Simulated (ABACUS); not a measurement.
## BAs: equation of state with PBE

**The experiment to reproduce.**

“Basic Physical Properties of Cubic Boron Arsenide”, 2019, arxiv:1911.11281 quotes, for a bulk crystal of BAs: bulk modulus 148 GPa.

BAs:

```
CELL_PARAMETERS angstrom
0.00000 2.38850 2.38850
2.38850 0.00000 2.38850
2.38850 2.38850 0.00000
ATOMIC_POSITIONS crystal
As 0.75000 0.75000 0.75000
B 0.00000 0.00000 0.00000
```

| Property | Result |
| --- | --- |
| Program | ABACUS 3.10.1 |
| Task | equation of state |
| Functional | PBE |
| Potentials or basis | PseudoDojo NC SR 0.4.1 PBE standard |
| Cutoff | 1361 eV |
| Density cutoff | 5442 eV |
| Basis | TZDP LCAO (the cutoffs set its grid) |
| k mesh | 7 × 7 × 7 |
| Occupations | fermi-dirac, width 0.05 eV |
| Spin | no spin polarisation |
| Radial cutoff of the potentials (pseudo_rcut) | 7 bohr |
| Orbital files | As As_confined-atom_7au_3s3p3d1f.orb, B B_confined-atom_7au_3s3p2d1f.orb |
| SCF threshold on the density | 1e-07 |
| Max SCF steps | 100 |
| Eigensolver | genelpa |
| Mixing | broyden |
| Mixing share | 0.7 |
| Symmetry key | 1 |
| Bands | 13 |

* Equilibrium volume: 13.96 Å³/atom
* Bulk modulus: 131 GPa
* Pressure derivative of the bulk modulus: 3.7 (rough: it moves with the points fitted)

Energy against volume, from the lowest point:
| volume (Å³/atom) | energy (meV/atom) |
| --- | --- |
| 12.809 | 43.90 |
| 13.354 | 11.27 |
| 13.899 | 0.00 |
| 14.444 | 6.50 |

All runs of the series together: 31 s on 4 threads of AMD EPYC 9R45 96-Core Processor (Zen 5), on a shared host.

Against the measured bulk modulus of BAs, 148 GPa (quoted in “Basic Physical Properties of Cubic Boron Arsenide”, 2019, arxiv:1911.11281), the calculated 131 GPa is off by -11.6 %. The fit is for a static lattice scaled at fixed shape and fixed fractional positions.

Caveat: the atomic orbitals were generated for these runs and aren't a published set; the basis of atomic orbitals isn't converged, which shifts pressures, moduli and gaps. PBE usually gives volumes a little too large and moduli too small.
